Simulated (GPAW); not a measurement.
The system is Pb.

```
CELL_PARAMETERS angstrom
0.00000 2.47502 2.47502
2.47502 0.00000 2.47502
2.47502 2.47502 0.00000
ATOMIC_POSITIONS crystal
Pb 0.00000 0.00000 0.00000
```

- Program: GPAW 26.7.0
- Task: single point
- Functional: PBEsol
- Potentials or basis: PAW data sets generated in the run's folder for this functional
- Cutoff: 600 eV
- Basis: pw
- k mesh: 9 × 9 × 9
- Occupations: fermi-dirac, width 0.05 eV
- Spin: no spin polarisation

On this cell: pressure -0.9 GPa; band gap on the k mesh none (metal or under the smearing width).

The same run follows on a disturbed copy (cell strained at random at fixed volume):

```
Pb
1.0
    -0.00696    2.46968    2.44843
     2.44759   -0.02698    2.46845
     2.45382    2.49594   -0.03322
Pb
1
Direct
  0.98764 0.00709 0.01656
```

Question: What does the disturbed cell give?

Answer: The energy (extrapolated to zero smearing) moves by +1.8 meV/atom; pressure -0.8 GPa; band gap on the k mesh none (metal or under the smearing width).

Stress tensor (GPa, compression positive):
```
-0.64 -0.01  0.16
-0.01 -1.03  0.71
 0.16  0.71 -0.84
```
